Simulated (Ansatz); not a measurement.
# From the elastic tensor of Mo at 11 GPa (stress–strain coefficients) to moduli and sound speeds

Method: Ansatz 0.2.0, DFT PBEsol, scalar-relativistic, plane waves, PAW. Plane waves to 420 eV; Γ-centred k mesh 20×20×20; Fermi-Dirac smearing of 0.15 eV. No spin polarisation.

Symmetry: Im-3m, No. 229, cubic system. The conventional cell has a = 3.092 Å, b = 3.092 Å, c = 3.092 Å, α = 90.00°, β = 90.00°, γ = 90.00°. Around Mo (site symmetry m-3m) lie 8 Mo at 2.68 Å.

In a metal, frequencies and elastic constants depend on the k mesh and the smearing, soft modes and shear constants most.

Relaxed-ion constants (GPa, on the Cartesian axes of the calculation):
```
554.1 208.5 208.5   0.0   0.0   0.0
208.5 554.1 208.5   0.0   0.0   0.0
208.5 208.5 554.1   0.0   0.0   0.0
  0.0   0.0   0.0 120.7   0.0   0.0
  0.0   0.0   0.0   0.0 120.7   0.0
  0.0   0.0   0.0   0.0   0.0 120.7
```

Density 10.777 g/cm³; 1 atom in 14.78 Å³.

The values that follow are for a polycrystal of randomly turned grains, by Hill's mean where one number stands.

```json
{
  "Bulk modulus, Voigt / Reuss / Hill": "323.7 / 323.7 / 323.7 GPa",
  "Shear modulus, Voigt / Reuss / Hill": "141.5 / 137.3 / 139.4 GPa",
  "Young's modulus": "366 GPa",
  "Poisson ratio": "0.312",
  "Pugh ratio B/G": "2.32",
  "Universal anisotropy index": "0.16",
  "Longitudinal and transverse sound speeds": "6876 and 3597 m/s",
  "Debye temperature from the mean sound speed": "488 K"
}
```

Cost: 1 run of about 0.52 core-minutes, on AMD EPYC 9R45 (Zen 5) (shared hosts).